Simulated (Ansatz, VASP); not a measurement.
**One calculation of WS2, two programs**

```xyz
6
Lattice="3.1494 0.0000 0.0000 -1.5747 2.7275 0.0000 0.0000 0.0000 13.0478" Properties=species:S:1:pos:R:3 pbc="T T T"
W     0.0000    1.8183    3.2620
W     1.5747    0.9092    9.7859
S     0.0000    1.8183    8.2191
S     1.5747    0.9092    1.6952
S     0.0000    1.8183   11.3527
S     1.5747    0.9092    4.8288
```

Alike in both runs: functional PBEsol; k mesh 12 × 12 × 4; occupations gaussian, width 0.02 eV; no spin polarisation.

Ansatz relaxed the structure, and its values are those at the end. VASP's run is a single point on that final structure, the one shown.

```csv
,VASP,Ansatz
version,VASP 6.6.1,Ansatz 0.2.0
potentials or method,"VASP PAW PBE potentials, release 64 (W_sv, S)","scalar-relativistic, plane waves, PAW"
plane-wave cutoff (eV),520,420
valence electrons in the cell,52,52
```

|  | VASP | Ansatz | Ansatz less VASP |
| --- | --- | --- | --- |
| gap on the k mesh at the Fermi level (eV) | 1.25 | 1.24 | -0.014 |
| least direct gap on the mesh (eV) | 1.87 | 1.87 | -0.004 |
| pressure (GPa) | -0.2 | -0.4 | -0.12 |
| rms of the force components (eV/Å) | 0.010 | 0.001 | -0.0098 |

Caveats: the PAW data sets were made with another functional, which shifts forces and pressure a little (VASP); spin-orbit coupling is left out, which moves the levels of the heavy elements; this functional lacks dispersion, which binds the layers, so the pressure and a relaxed spacing across them are unreliable. A hybrid or GW would open this gap; PBEsol tends to underestimate it. A k mesh can miss the band edges.
